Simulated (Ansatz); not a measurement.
# SnSe (I4mm) at 2 levels of theory

One geometry, relaxed with PBE; plane waves with PAW potentials in Ansatz, scalar-relativistic. No spin polarisation. Gaps are the least over mesh and band path; pressure is positive in compression.

```
Sn Se
1.0
    -2.14418    2.14418    3.04584
     2.14418   -2.14418    3.04584
     2.14418    2.14418   -3.04584
Sn Se
1 1
Cartesian
  0.0000 0.0000 1.5946
  0.0000 0.0000 4.4971
```

| level | cutoff (eV) | k mesh | gap (eV) | pressure (GPa) |
| --- | --- | --- | --- | --- |
| PBE | 420 | 12×12×12 | 0.33 | 0.0 |

What comes out on the same cell with PBEsol?

```tsv
level	cutoff (eV)	k mesh	gap (eV)	pressure (GPa)
PBEsol	420	12×12×12	0.33	-2.7
```

It was reached by relaxing an invented guess, and it needn't be the stable form of this composition.
